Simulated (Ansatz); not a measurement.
Wanted: the native input for an Ansatz 0.2.0 run.

```yaml
Task: phonons
Functional: PBEsol
Potentials_or_basis: Ansatz PAW
Cutoff: "420 eV (not typed: the program's choice for these potentials)"
k_mesh: 8 × 8 × 2
Occupations: fermi-dirac, width 0.05 eV
Spin: no spin polarisation
```

Crystal: Pb.

```
Pb
1.0
     3.52437    0.00000    0.00000
    -1.76218    3.05219    0.00000
     0.00000    0.00000   11.49524
Pb
4
Direct
  0.66667 0.33333 0.75000
  0.00000 0.00000 0.50000
  0.33333 0.66667 0.25000
  0.00000 0.00000 0.00000
```

This isn't the form of Pb at room conditions, which is fcc.

One way to write it, as run:

input.yaml

```yaml
crystal:
  lattice:
    - [3.5243661423, 0.0, 0.0]
    - [-1.7621830712, 3.0521906115, 0.0]
    - [0.0, 0.0, 11.49524181]
  atoms:
    - { symbol: Pb, position: [0.6666666667, 0.3333333333, 0.75] }
    - { symbol: Pb, position: [0.0, 0.0, 0.5] }
    - { symbol: Pb, position: [0.3333333333, 0.6666666667, 0.25] }
    - { symbol: Pb, position: [0.0, 0.0, 0.0] }
hamiltonian:
  xc: pbesol
  pseudopotentials: { kind: paw }
kpoints:
  mp_grid: { grid: [8, 8, 2] }
scf:
  occupations: { method: fermi_dirac, width: 0.05 }
phonons:
  method: dfpt
```

Potentials or basis: Ansatz PAW.

Run with:

```console
$ ansatz run input.yaml --threads 2 --pin off --max-ram 5632MiB --backend cpu --events-out ev --progress --plain --runs-dir out
```

Results of the run:

The band gap on the k mesh is none (metal or under the smearing width) and the highest phonon frequency at Γ is 64 cm⁻¹.

It took 84 s on 2 threads of Intel(R) Xeon(R) Processor @ 2.50GHz (Skylake/Cascade Lake) (shared host), peak memory 0.92 GiB.
